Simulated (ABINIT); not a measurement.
# Hf (Pm-3m) in ABINIT: notebook

One crystal, Hf, is run at these levels: PBE; tasks: single point.

Everything below comes from runs of ABINIT 10.8.3 (patched build). Logs are shortened: lines on timing, memory, paths and dates and some standing lists are left out, and cuts for length are marked. The log counts tension as positive stress, the text compression.

## (1) The crystal as given

Symmetry: Pm-3m, No. 221, cubic system. Conventional cell: a = 2.914 Å, b = 2.914 Å, c = 2.914 Å, α = 90.00°, β = 90.00°, γ = 90.00°. Hf (site symmetry m-3m) is surrounded by 6 Hf at 2.91 Å.

The cell was built by a generator and needn't be a form met in nature.

## (2) Single point, PBE

The input, run.abi:

```
pp_dirpath "./"
pseudos "Hf.GGA_PBE-JTH.xml"

acell 5.5063028792 5.5063028792 5.5063028792
rprim
     1.0000000000     0.0000000000     0.0000000000
     0.0000000000     1.0000000000     0.0000000000
     0.0000000000     0.0000000000     1.0000000000
ntypat 1
znucl 72
natom 1
typat 1
xcart
     1.4569050000     1.4569050000     1.4569050000 Angstrom

ecut 19.0
pawecutdg 38.0
pawxcdev 0

kptopt 1
ngkpt 9 9 9
nshiftk 1
shiftk 0.0 0.0 0.0

ixc 11

nband 10
occopt 3
tsmear 0.00367493

nstep 100
tolvrs 1.0e-9

iomode 3
prtwf 0
prtden 0
prteig 0
prtebands 0
enunit 1
```

Potentials or basis: JTH PAW PBE v2.0.

Command:

```sh
$ abinit run.abi > log 2>&1
```

run.abo:

```text
.Version 10.8.3 of ABINIT
 Symmetries : space group Pm -3 m (#221); Bravais cP (primitive cubic)
================================================================================
 Values of the parameters that define the memory need of the present run
     intxc =       0    ionmov =       0      iscf =      17    lmnmax =      18
     lnmax =       6     mgfft =      24  mpssoang =       3    mqgrid =    3001
     natom =       1  nloc_mem =       2    nspden =       1   nspinor =       1
    nsppol =       1      nsym =      48    n1xccc =       1    ntypat =       1
    occopt =       3   xclevel =       2
       mpw =         673          nfft =       13824          nkpt =          35
 PAW method is used; the additional fine FFT grid is defined by:
   mgfftf=        32    nfftf =     32768
================================================================================
================================================================================

--------------------------------------------------------------------------------
------------- Echo of variables that govern the present computation ------------
--------------------------------------------------------------------------------
 -outvars: echo values of preprocessed input variables --------
            acell      5.5063028792E+00  5.5063028792E+00  5.5063028792E+00 Bohr
              amu      1.78490000E+02
             ecut      1.90000000E+01 Hartree
           enunit           1
              ixc          11
         kptrlatt        9    0    0      0    9    0      0    0    9
          kptrlen      4.95567259E+01
            natom           1
            nband          10
            ngfft          24      24      24
          ngfftdg          32      32      32
             nkpt          35
            nstep         100
             nsym          48
           ntypat           1
           occopt           3
        pawecutdg      3.80000000E+01 Hartree
         pawxcdev           0
           prtden           0
        prtebands           0
           prteig           0
            prtwf           0
          spgroup         221
           tolvrs      1.00000000E-09
           tsmear      3.67493000E-03 Hartree
            typat      1
           useylm           1
           xangst      1.4569050000E+00  1.4569050000E+00  1.4569050000E+00
            xcart      2.7531514415E+00  2.7531514415E+00  2.7531514415E+00
             xred      5.0000000034E-01  5.0000000034E-01  5.0000000034E-01
            znucl       72.00000

================================================================================

 chkinp: Checking input parameters for consistency.

================================================================================
== DATASET  1 ==================================================================

--- !DatasetInfo
iteration_state: {dtset: 1, }
dimensions: {natom: 1, nkpt: 35, mband: 10, nsppol: 1, nspinor: 1, nspden: 1, mpw: 673, }
cutoff_energies: {ecut:  19.0, pawecutdg:  38.0, }
electrons: {nelect:   1.20000000E+01, charge:   0.00000000E+00, occopt:   3.00000000E+00, tsmear:   3.67493000E-03, }
meta: {optdriver: 0, ionmov: 0, optcell: 0, iscf: 17, paral_kgb: 0, }
...

 Exchange-correlation functional for the present dataset will be:
  GGA: Perdew-Burke-Ernzerhof functional - ixc=11
  J.P.Perdew, K.Burke, M.Ernzerhof, PRL 77, 3865 (1996)

 Real(R)+Recip(G) space primitive vectors, cartesian coordinates (Bohr,Bohr^-1):
 R(1)=  5.5063029  0.0000000  0.0000000  G(1)=  0.1816101  0.0000000  0.0000000
 R(2)=  0.0000000  5.5063029  0.0000000  G(2)=  0.0000000  0.1816101  0.0000000
 R(3)=  0.0000000  0.0000000  5.5063029  G(3)=  0.0000000  0.0000000  0.1816101
 Unit cell volume ucvol=  1.6694764E+02 bohr^3
 Angles (23,13,12)=  9.00000000E+01  9.00000000E+01  9.00000000E+01 degrees

 Coarse grid specifications (used for wave-functions):

 getcut: wavevector=  0.0000  0.0000  0.0000  ngfft=  24  24  24
         ecut(hartree)=     19.000   => boxcut(ratio)=   2.22131

 getcut : COMMENT -
  Note that boxcut > 2.2 ; recall that boxcut=Gcut(box)/Gcut(sphere) = 2
  is sufficient for exact treatment of convolution.
  Such a large boxcut is a waste : you could raise ecut
  e.g. ecut=   23.437541 Hartrees makes boxcut=2

 Fine grid specifications (used for densities):

 getcut: wavevector=  0.0000  0.0000  0.0000  ngfft=  32  32  32
         ecut(hartree)=     38.000   => boxcut(ratio)=   2.09427

--- Pseudopotential description ------------------------------------------------
- pspini: atom type   1  psp file is ./Hf.GGA_PBE-JTH.xml
 Pseudopotential format is: paw10
 basis_size (lnmax)=  6 (lmn_size= 18), orbitals=   0   0   1   1   2   2
 Spheres core radius: rc_sph= 2.41119446
 Shapefunction is SIN type: shapef(r)=[sin(pi*r/rshp)/(pi*r/rshp)]**2
 Radius for shape functions =  2.41119446
 Compensation charge density is not taken into account in XC energy/potential

   1.11394417E+03                                ecore*ucvol(ha*bohr**3)
--------------------------------------------------------------------------------

[... 7 lines left out ...]

     iter   Etot(hartree)      deltaE(h)  residm     nres2
 ETOT  1  -49.392481098855    -4.939E+01 2.627E+00 4.641E-01
 ETOT  2  -49.996634266211    -6.042E-01 2.786E-02 7.659E-02
 ETOT  3  -49.996687478637    -5.321E-05 3.648E-02 1.090E-02
 ETOT  4  -49.996747371481    -5.989E-05 1.122E-03 2.076E-04
 ETOT  5  -49.996747675207    -3.037E-07 2.960E-04 3.797E-06
 ETOT  6  -49.996747741256    -6.605E-08 2.739E-05 2.220E-07
 ETOT  7  -49.996747738922     2.334E-09 1.046E-05 1.411E-08
 ETOT  8  -49.996747738956    -3.359E-11 3.541E-06 3.050E-11

 At SCF step    8       nres2   =  3.05E-11 < tolvrs=  1.00E-09 =>converged.

 Cartesian components of stress tensor (hartree/bohr^3)
  sigma(1 1)= -5.58031684E-06  sigma(3 2)=  0.00000000E+00
  sigma(2 2)= -5.58031684E-06  sigma(3 1)=  0.00000000E+00
  sigma(3 3)= -5.58031684E-06  sigma(2 1)=  0.00000000E+00

--- !ResultsGS
iteration_state: {dtset: 1, }
comment   : Summary of ground state results
lattice_vectors:
- [  5.5063029,   0.0000000,   0.0000000, ]
- [  0.0000000,   5.5063029,   0.0000000, ]
- [  0.0000000,   0.0000000,   5.5063029, ]
lattice_lengths: [   5.50630,    5.50630,    5.50630, ]
lattice_angles: [ 90.000,  90.000,  90.000, ] # degrees, (23, 13, 12)
lattice_volume:   1.6694764E+02
convergence: {deltae: -3.359E-11, res2:  3.050E-11, residm:  3.541E-06, diffor: null, }
etotal    :  -4.99967477E+01
entropy   :   0.00000000E+00
fermie    :  -7.89450854E-02
cartesian_stress_tensor: # hartree/bohr^3
- [ -5.58031684E-06,   0.00000000E+00,   0.00000000E+00, ]
- [  0.00000000E+00,  -5.58031684E-06,   0.00000000E+00, ]
- [  0.00000000E+00,   0.00000000E+00,  -5.58031684E-06, ]
pressure_GPa:   1.6418E-01
xred      :
- [  5.0000E-01,   5.0000E-01,   5.0000E-01, Hf]
cartesian_forces: # hartree/bohr
- [ -0.00000000E+00,  -0.00000000E+00,  -0.00000000E+00, ]
force_length_stats: {min:   0.00000000E+00, max:   0.00000000E+00, mean:   0.00000000E+00, }
...

 Integrated electronic density in atomic spheres:
 ------------------------------------------------
 Atom  Sphere_radius  Integrated_density
    1        2.41119          9.56314166

================================================================================

 ----iterations are completed or convergence reached----

 Mean square residual over all n,k,spin=   22.164E-09; max=  35.410E-07
 reduced coordinates (array xred) for    1 atoms
       0.500000000339      0.500000000339      0.500000000339
 rms dE/dt=  0.0000E+00; max dE/dt=  0.0000E+00; dE/dt below (all hartree)
    1       0.000000000000      0.000000000000      0.000000000000

 cartesian coordinates (angstrom) at end:
    1      1.45690500000000     1.45690500000000     1.45690500000000

 cartesian forces (hartree/bohr) at end:
    1     -0.00000000000000    -0.00000000000000    -0.00000000000000
 frms,max,avg= 0.0000000E+00 0.0000000E+00   0.000E+00  0.000E+00  0.000E+00 h/b

 cartesian forces (eV/Angstrom) at end:
    1     -0.00000000000000    -0.00000000000000    -0.00000000000000
 frms,max,avg= 0.0000000E+00 0.0000000E+00   0.000E+00  0.000E+00  0.000E+00 e/A
 length scales=  5.506302879200  5.506302879200  5.506302879200 bohr
              =  2.913809998025  2.913809998025  2.913809998025 angstroms
 Fermi (or HOMO) energy (eV) =  -2.14821   Average Vxc (eV)= -10.84854
 Eigenvalues (   eV  ) for nkpt=  35  k points:
 kpt#   1, nband= 10, wtk=  0.00137, kpt=  0.0000  0.0000  0.0000 (reduced coord)
 -63.81966  -32.04821  -32.04821  -32.04821   -8.59517   -3.50918   -3.50918    4.38867
   4.38867    4.38867
 prteigrs : prtvol=0 or 1, do not print more k-points.

--- !EnergyTerms
iteration_state     : {dtset: 1, }
comment             : Components of total free energy in Hartree
kinetic             :  5.44194455844101E+00
hartree             :  7.40729784966040E+00
xc                  : -9.01622333713552E+00
Ewald energy        : -3.71002872534094E+01
psp_core            :  6.67241630703411E+00
local_psp           : -3.36209417402333E+00
PAW spherical_terms : -2.00378383677292E+01
internal            : -4.99947844171619E+01
'-kT*entropy'       : -1.98337179856992E-03
total_energy        : -4.99967677889605E+01
total_energy_eV     : -1.36048135935602E+03
...

--- !EnergyTermsDC
iteration_state     : {dtset: 1, }
comment             : '"Double-counting" decomposition of free energy'
band_energy         : -1.23889143421846E+01
Ewald energy        : -3.71002872534094E+01
psp_core            :  6.67241630703411E+00
xc_dc               : -1.25228145722264E+01
PAW spherical_terms :  5.34483549362933E+00
internal            : -4.99947643671569E+01
'-kT*entropy'       : -1.98337179856992E-03
total_energy_dc     : -4.99967477389555E+01
total_energy_dc_eV  : -1.36048081376760E+03
...

--- !EnergyTermsWithPAWCore
iteration_state     : {dtset: 1, }
comment             : 'Components of total free energy, including PAW core contributions'
Total energy        : -1.50784474380485E+04
Total energy DC     : -1.50784474179985E+04
Total energy (eV)   : -4.10305457226459E+05
Total energy DC (eV): -4.10305456680871E+05
...

 Cartesian components of stress tensor (hartree/bohr^3)
  sigma(1 1)= -5.58031684E-06  sigma(3 2)=  0.00000000E+00
  sigma(2 2)= -5.58031684E-06  sigma(3 1)=  0.00000000E+00
  sigma(3 3)= -5.58031684E-06  sigma(2 1)=  0.00000000E+00

-Cartesian components of stress tensor (GPa)         [Pressure=  1.6418E-01 GPa]
- sigma(1 1)= -1.64178590E-01  sigma(3 2)=  0.00000000E+00
- sigma(2 2)= -1.64178590E-01  sigma(3 1)=  0.00000000E+00
- sigma(3 3)= -1.64178590E-01  sigma(2 1)=  0.00000000E+00

== END DATASET(S) ==============================================================
================================================================================

 -outvars: echo values of variables after computation  --------
            acell      5.5063028792E+00  5.5063028792E+00  5.5063028792E+00 Bohr
           etotal     -4.9996747739E+01
            fcart     -0.0000000000E+00 -0.0000000000E+00 -0.0000000000E+00
           strten     -5.5803168365E-06 -5.5803168365E-06 -5.5803168365E-06
                       0.0000000000E+00  0.0000000000E+00  0.0000000000E+00
           xangst      1.4569050000E+00  1.4569050000E+00  1.4569050000E+00
             xred      5.0000000034E-01  5.0000000034E-01  5.0000000034E-01
 Calculation completed.
```

It took 6.2 s on 1 thread of Arm Neoverse V1, shared host; peak memory 0.09 GiB.

Results:

| Item | Value |
| --- | --- |
| Free energy | -1360.4808 eV |
| Pressure | 0.2 GPa |
| Band gap on the k mesh | none (metal or under the smearing width) |
| Valence electrons inside the program's atomic spheres | Hf 9.56 (radii [1.2759] Å) |

## (3) Single point, PBE

Changes to run.abi since step 2:

```diff
@@ -27,3 +27,3 @@
 nband 10
-occopt 3
+occopt 7
 tsmear 0.00367493
```

Potentials or basis: JTH PAW PBE v2.0.

Command:

```sh
$ abinit run.abi > log 2>&1
```

Wall time 6.1 s (1 thread of Arm Neoverse V1, shared host); peak memory 0.09 GiB.

Results (log left out):

```
Free energy                                           : -1360.4581 eV
Pressure                                              : 0.1 GPa
Band gap on the k mesh                                : none (metal or under the smearing width)
Valence electrons inside the program's atomic spheres : Hf 9.57 (radii [1.2759] Å)
```

Levels at points of the mesh, in eV from the Fermi level:
| k point | band 2 | band 3 | band 4 | band 5 | band 6 | band 7 | band 8 | band 9 | band 10 |
| --- | --- | --- | --- | --- | --- | --- | --- | --- | --- |
| (0.00, 0.00, 0.00) | -29.86 | -29.86 | -29.86 | -6.42 | -1.33 | -1.33 | 6.57 | 6.57 | 6.57 |

The run has no spin-orbit coupling, so splittings on Hf are missing.

## (4) Single point, PBE

Changes to run.abi since step 3:

```diff
@@ -27,3 +27,3 @@
 nband 10
-occopt 7
+occopt 4
 tsmear 0.00367493
```

Command:

```sh
$ abinit run.abi > log 2>&1
```

It took 6.1 s on 1 thread of Arm Neoverse V1, shared host; peak memory 0.09 GiB.

The run converged. Its results:

```yaml
Free_energy: -1360.4534 eV
Pressure: 0.2 GPa
Band_gap_on_the_k_mesh: none (metal or under the smearing width)
Valence_electrons_inside_the_program's_atomic_spheres: Hf 9.57 (radii [1.2759] Å)
```

Levels at points of the mesh, in eV from the Fermi level:
```csv
k point,band 2,band 3,band 4,band 5,band 6,band 7,band 8,band 9,band 10
"(0.00, 0.00, 0.00)",-29.84,-29.84,-29.84,-6.40,-1.31,-1.31,6.60,6.60,6.60
```

The run has no spin-orbit coupling, so splittings on Hf are missing.

## (5) Single point, PBE

Changes to run.abi since step 4:

```diff
@@ -27,3 +27,3 @@
 nband 10
-occopt 4
+occopt 5
 tsmear 0.00367493
```

Command:

```sh
$ abinit run.abi > log 2>&1
```

It took 6.1 s on 1 thread of Arm Neoverse V1, shared host; peak memory 0.09 GiB.

It converged, with:

```yaml
Free_energy: -1360.4531 eV
Pressure: 0.2 GPa
Band_gap_on_the_k_mesh: none (metal or under the smearing width)
Valence_electrons_inside_the_program's_atomic_spheres: Hf 9.57 (radii [1.2759] Å)
```

Levels at points of the mesh, in eV from the Fermi level:
```csv
k point,band 3,band 4,band 5,band 6,band 7,band 8,band 9,band 10
"(0.00, 0.00, 0.00)",-29.84,-29.84,-6.40,-1.30,-1.30,6.60,6.60,6.60
```

Spin-orbit coupling is left out, which matters for the levels of Hf.

## (6) Single point, PBE

Changes to run.abi since step 5:

```diff
@@ -27,3 +27,3 @@
 nband 10
-occopt 5
+occopt 6
 tsmear 0.00367493
```

Potentials or basis: JTH PAW PBE v2.0.

Command:

```sh
$ abinit run.abi > log 2>&1
```

Run time: 6.1 s. Hardware: 1 thread of Arm Neoverse V1, shared host; peak memory 0.09 GiB.

It converged, with:

```yaml
Free_energy: -1360.4542 eV
Pressure: 0.2 GPa
Band_gap_on_the_k_mesh: none (metal or under the smearing width)
Valence_electrons_inside_the_program's_atomic_spheres: Hf 9.57 (radii [1.2759] Å)
```

Levels at points of the mesh, in eV from the Fermi level:
```csv
k point,band 2,band 3,band 4,band 5,band 6,band 7,band 8,band 9,band 10
"(0.00, 0.00, 0.00)",-29.84,-29.84,-29.84,-6.40,-1.31,-1.31,6.59,6.59,6.59
```

Spin-orbit coupling is left out, which matters for the levels of Hf.

## (7) The runs side by side

```tsv
smearing	gap on the mesh (eV)	pressure (GPa)
fermi-dirac 0.1 eV	none	0.2
gaussian 0.1 eV	none	0.1
cold (ABINIT) 0.1 eV	none	0.2
cold-b (ABINIT) 0.1 eV	none	0.2
methfessel-paxton 0.1 eV	none	0.2
```

Alike in all rows: task single point; level PBE; potentials or basis JTH PAW PBE v2.0; no spin polarisation; cell as given; k mesh 9 × 9 × 9; cutoff (eV) 517.

Every run on the cell as given and a fine mesh finds a metal.

Absolute energies hang on the potentials; compare differences alone.
